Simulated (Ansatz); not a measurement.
# Ti3Si7: the cost of one run

Method: DFT LDA, scalar-relativistic, plane waves, PAW, in Ansatz 0.2.0.

### 1 The system as given

It takes space group P-1 (No. 2, triclinic). Conventional cell: a = 4.760 Å, b = 4.884 Å, c = 29.461 Å, α = 90.00°, β = 90.00°, γ = 104.18°. Si (site symmetry 1) is surrounded by 2 Ti at 2.54 to 2.75 Å and 4 Si at 2.54 to 2.75 Å. Si (site symmetry 1) is surrounded by 3 Ti at 2.54 to 2.75 Å and 3 Si at 2.54 to 2.75 Å. Around Si (site symmetry 1) lie 4 Ti at 2.54 to 2.75 Å and 4 Si at 2.54 to 2.75 Å. Ti (site symmetry 1) has 9 Si at 2.54 to 2.75 Å as nearest neighbours. Ti (site symmetry 1) has 10 Si at 2.54 to 2.75 Å as nearest neighbours. Si (site symmetry 1) has 5 Ti at 2.54 to 2.75 Å and 5 Si at 2.54 to 2.75 Å as nearest neighbours. Only part of the 10 independent sites is listed.

Coordinates:

```xyz
20
Lattice="4.7595 0.0000 0.0000 1.1966 4.7354 0.0000 0.0000 0.0000 29.4613" Properties=species:S:1:pos:R:3 pbc="T T T"
Si    3.5833    1.5000    9.0000
Si    3.5830    4.0189    9.3122
Si    1.2032    2.1014   10.2413
Ti    1.2101    4.6186   10.5497
Ti    3.5899    2.7010   11.4788
Si    2.4001    0.4828   11.7873
Si    1.2170    3.3007   12.7164
Si    4.7796    1.0842   13.0285
Si    3.5965    3.9021   13.9576
Ti    2.4067    1.6839   14.2661
Ti    1.2236    4.5017   15.1952
Si    4.7934    2.2835   15.5037
Si    2.4136    0.3660   16.4327
Si    2.4133    2.8849   16.7449
Si    4.7931    0.9674   17.6740
Ti    4.8000    3.4845   17.9825
Ti    2.4202    1.5670   18.9116
Si    2.4270    4.0842   19.2200
Si    4.8068    2.1667   20.1491
Si    4.8066    4.6856   20.4613
```

Slab cut from the bulk at the bulk's listed lattice constants, lower half held.

### 2 Relaxing the atoms

File input.yaml:

```yaml
crystal:
  lattice:
    - [4.75954895, 0.0, 0.0]
    - [1.19662226, 4.73538379, 0.0]
    - [0.0, 0.0, 29.4612942549]
  atoms:
    - { symbol: Si, position: [0.67321957, 0.31675873, 0.3054855609] }
    - { symbol: Si, position: [0.53942658, 0.84870079, 0.3160816808] }
    - { symbol: Si, position: [0.14123318, 0.44376644, 0.3476177407] }
    - { symbol: Ti, position: [0.00903297, 0.97532823, 0.3580877206] }
    - { symbol: Ti, position: [0.61083956, 0.57039388, 0.3896237805] }
    - { symbol: Si, position: [0.47863935, 0.10195567, 0.4000937505] }
    - { symbol: Si, position: [0.08044594, 0.69702132, 0.4316298203] }
    - { symbol: Si, position: [0.94665296, 0.22896337, 0.4422259303] }
    - { symbol: Si, position: [0.54845955, 0.82402902, 0.4737620001] }
    - { symbol: Ti, position: [0.41625934, 0.35559081, 0.4842319701] }
    - { symbol: Ti, position: [0.01806593, 0.95065646, 0.5157680299] }
    - { symbol: Si, position: [0.88586572, 0.48221825, 0.5262379999] }
    - { symbol: Si, position: [0.48767231, 0.0772839, 0.5577740697] }
    - { symbol: Si, position: [0.35387933, 0.60922596, 0.5683701797] }
    - { symbol: Si, position: [0.95568592, 0.2042916, 0.5999062495] }
    - { symbol: Ti, position: [0.82348571, 0.7358534, 0.6103762195] }
    - { symbol: Ti, position: [0.4252923, 0.33091904, 0.6419122794] }
    - { symbol: Si, position: [0.29309209, 0.86248084, 0.6523822593] }
    - { symbol: Si, position: [0.89489869, 0.45754648, 0.6839183192] }
    - { symbol: Si, position: [0.7611057, 0.98948854, 0.6945144391] }
basis:
  ecutwfc: 420.0
  fft_grid_basis: typed
kpoints:
  mp_grid: { grid: [6, 6, 1] }
hamiltonian:
  xc: lda
  pseudopotentials: { kind: paw }
scf:
  occupations: { method: gaussian, width: 0.1 }
output:
  forces: true
  eigenvalues: true
efield:
  axis: 3
  dipole_correction: true
  ramp_width: 0.04
relax:
  adjacent_minimum: "off"
  f_tol: 0.04
  max_steps: 40
  constraints: [{ sites: [0, 1, 2, 3, 4, 5, 6, 7, 8, 9] }]
```

Run with:

```console
ansatz run input.yaml --threads 2 --pin off --max-ram 4423MiB --backend cpu --events-out ev --progress --plain --runs-dir out
```

**Question.** How long does this run take on 2 threads of Intel Xeon Platinum 8259CL at 2.50GHz (Skylake/Cascade Lake), shared host, and how much memory does it need?

About 8.5 min, with a peak of 1.6 GiB.
